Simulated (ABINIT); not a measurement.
Crystal: PbF2 (Fluorocronite).

```xyz
3
Lattice="0.0000 2.9637 2.9637 2.9637 0.0000 2.9637 2.9637 2.9637 0.0000" Properties=species:S:1:pos:R:3 pbc="T T T"
Pb    0.0000    0.0000    0.0000
F     4.4455    4.4455    4.4455
F     1.4818    1.4818    1.4818
```

Base run:

* Program: ABINIT 10.8.3 (patched build)
* Functional: revPBE
* Potentials or basis: JTH PAW PBE v2.0
* Cutoff: 626 eV
* k mesh: 8 × 8 × 8
* Occupations: fermi-dirac, width 0.05 eV
* Spin: no spin polarisation

Its results: band gap on the k mesh 4.52 eV, indirect (least direct gap 4.65 eV); pressure 4.9 GPa.

Problem. The run is repeated on the same cell with these changes: functional from revPBE to PW91. What comes out?

Solution. Band gap on the k mesh 4.44 eV, indirect (least direct gap 4.58 eV); pressure 2.0 GPa.

PW91 binds more tightly than revPBE, so the same cell stands under less pressure.

Caveats: the PAW data sets were made with another functional, which shifts forces and pressure a little; spin-orbit coupling is left out, which as a rule narrows the gap of such compounds by several tenths of an eV.
